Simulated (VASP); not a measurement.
Write the native input for VASP 6.6.1 that does the following.

```yaml
Task: band structure
Functional: PBEsol
Potentials_or_basis: VASP PAW PBE potentials, release 64 (Ga_d, Al, N)
Cutoff: 520 eV
k_mesh: 9 × 9 × 5
Occupations: gaussian, width 0.02 eV
Spin: non-collinear spin, zero start, spin-orbit coupling
Starting_moments: "[[0.0, 0.0, 0.0], [0.0, 0.0, 0.0], [0.0, 0.0, 0.0], [0.0, 0.0, 0.0]] μB"
Further_INCAR_settings: ALGO = Normal; EDIFF = 1e-07; NBANDS = 40
```

The system is AlGaN2.

```xyz
4
Lattice="3.1448 0.0000 0.0000 -1.5724 2.7235 0.0000 0.0000 0.0000 5.0957" Properties=species:S:1:pos:R:3 pbc="T T T"
Ga    1.5724    0.9078    2.5578
Al    0.0000    1.8157    5.0931
N     1.5724    0.9078    4.5173
N     0.0000    1.8157    1.8959
```

The cell comes from a database or a generator and needn't be the stable form of this composition.

One way to write it, as run:

POSCAR

```
AlGaN2                                  
1.0
    3.1448194078      0.0000000000      0.0000000000
   -1.5724097039      2.7234934899      0.0000000000
    0.0000000000      0.0000000000      5.0956852983
  Ga              Al              N             
     1     1     2
Direct
     0.6666666699999979    0.3333333300000021    0.5019447620047106
     0.3333333300000021    0.6666666699999979    0.9995006908411854
     0.6666666699999979    0.3333333300000021    0.8864952518478603
     0.3333333300000021    0.6666666699999979    0.3720592953062490
```

INCAR.step1

```
SYSTEM = AlGaN2
ALGO = Normal ; EDIFF = 1E-7
ENCUT = 520 ; GGA = PS
GGA_COMPAT = .False. ; ISIF = 2
ISMEAR = 0 ; KPAR = 4
LASPH = .True. ; LCHARG = .True.
LORBIT = 11 ; LREAL = .False.
LSORBIT = .True. ; LWAVE = .False.
MAGMOM = 0 0 0 0 0 0 0 0 0 0 0 0 ; NBANDS = 40
NELM = 80 ; PREC = Accurate
SIGMA = 0.02
```

KPOINTS.step1

```
k-points
0
Gamma
  9 9 5
  0 0 0
```

INCAR.step2

```
SYSTEM = AlGaN2
ALGO = Normal ; EDIFF = 1E-7
ENCUT = 520 ; GGA = PS
GGA_COMPAT = .False. ; ICHARG = 11
ISIF = 2 ; ISMEAR = 0
KPAR = 4 ; LASPH = .True.
LCHARG = .False. ; LORBIT = 11
LREAL = .False. ; LSORBIT = .True.
LWAVE = .False. ; MAGMOM = 0 0 0 0 0 0 0 0 0 0 0 0
NBANDS = 40 ; NELM = 80
PREC = Accurate ; SIGMA = 0.05
```

KPOINTS.step2

```
path GMKGALHA,LM,KH
20
line-mode
reciprocal
 0.0000000000  0.0000000000  0.0000000000  G
 0.5000000000  0.0000000000  0.0000000000  M

 0.5000000000  0.0000000000  0.0000000000  M
 0.3333333333  0.3333333333  0.0000000000  K

 0.3333333333  0.3333333333  0.0000000000  K
 0.0000000000  0.0000000000  0.0000000000  G

 0.0000000000  0.0000000000  0.0000000000  G
 0.0000000000  0.0000000000  0.5000000000  A

 0.0000000000  0.0000000000  0.5000000000  A
 0.5000000000  0.0000000000  0.5000000000  L

 0.5000000000  0.0000000000  0.5000000000  L
 0.3333333333  0.3333333333  0.5000000000  H

 0.3333333333  0.3333333333  0.5000000000  H
 0.0000000000  0.0000000000  0.5000000000  A

 0.5000000000  0.0000000000  0.5000000000  L
 0.5000000000  0.0000000000  0.0000000000  M

 0.3333333333  0.3333333333  0.0000000000  K
 0.3333333333  0.3333333333  0.5000000000  H
```

Potentials or basis: VASP PAW PBE potentials, release 64 (Ga_d, Al, N).

Command:

```sh
$ cat potpaw_PBE.64/Ga_d/POTCAR potpaw_PBE.64/Al/POTCAR potpaw_PBE.64/N/POTCAR > POTCAR
$ cp INCAR.step1 INCAR
$ cp KPOINTS.step1 KPOINTS
$ mpirun -np 4 vasp_ncl > vasp.out
$ cp INCAR.step2 INCAR
$ cp KPOINTS.step2 KPOINTS
$ mpirun -np 4 vasp_ncl > vasp.out
```

It gave:

* Net moment: 0.00 μB per cell

Caveat: the log is that of the step along the path at fixed density, whose energy, stress, charges and moments have no meaning.

Wall time 89 s on 4 MPI ranks on Intel(R) Xeon(R) 6975P-C (Granite Rapids), on a shared host, peak memory 0.54 GiB a rank.
